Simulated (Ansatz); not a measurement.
¹¹B NMR of the central transition in BN

Cell: a computed structure from the Materials Project (it need not be an observed phase), whose atoms a relaxation with PBE at fixed cell left in place.

```yaml
crystal:
  lattice:
    - [0.00000, 3.49532, 2.16609]
    - [1.25163, 0.00000, 2.16609]
    - [1.25163, 3.49532, 0.00000]
  atoms:
    - { symbol: B, position: [0.00005, 0.00005, 0.99995] }
    - { symbol: N, position: [0.66665, 0.66665, 0.33335] }
```

Sites (sets of like atoms) are named by element and the number of their first atom in this list.

The numbers come from a DFT calculation in Ansatz (PBE, plane waves and PAW, scalar-relativistic, 420 eV cutoff, Γ-centred 16×16×16 k-points, Fermi–Dirac smearing 0.01 eV).

¹¹B has I = 3/2 and Q = 40.59 mb (Pyykkö 2018); at 7.05 T its Larmor frequency is ν₀ = 96.3 MHz. Only the quadrupole interaction is simulated: positions count from each site's isotropic chemical shift, and J coupling is left out, as are shift anisotropy and dipolar coupling, which fast spinning averages.

(1) Give C_Q, η, the quadrupolar product P_Q = |C_Q|(1 + η²/3)^½, the second-order isotropic shift and the breadth of the pattern (fast magic-angle spinning) for each B site.

Results:

(1) 

```tsv
site	first shell	C_Q (MHz)	η	P_Q (MHz)	δ_QIS (ppm)	breadth (kHz)
B	3 N at 1.44 Å	2.75	0.00	2.75	-20.3	4.20
```

δ_QIS = −(ν_Q²/30ν₀²)[I(I+1) − 3/4](1 + η²/3) × 10⁶ ppm with ν_Q = 3|C_Q|/[2I(2I−1)]; it falls as 1/B₀² in ppm, and the breadth as 1/B₀ in kHz.

At B V_zz stands upright on the plane through its three neighbours (within 1°).

The relaxation (2 steps) took 17 s of wall time (17 s of CPU time) and 0.46 GiB at its peak, on 1 thread of Arm Neoverse V2 (aarch64; 8 cores open to the job, memory cap 3.0 GiB, no GPU), a shared host with a load of 0.3 a core.
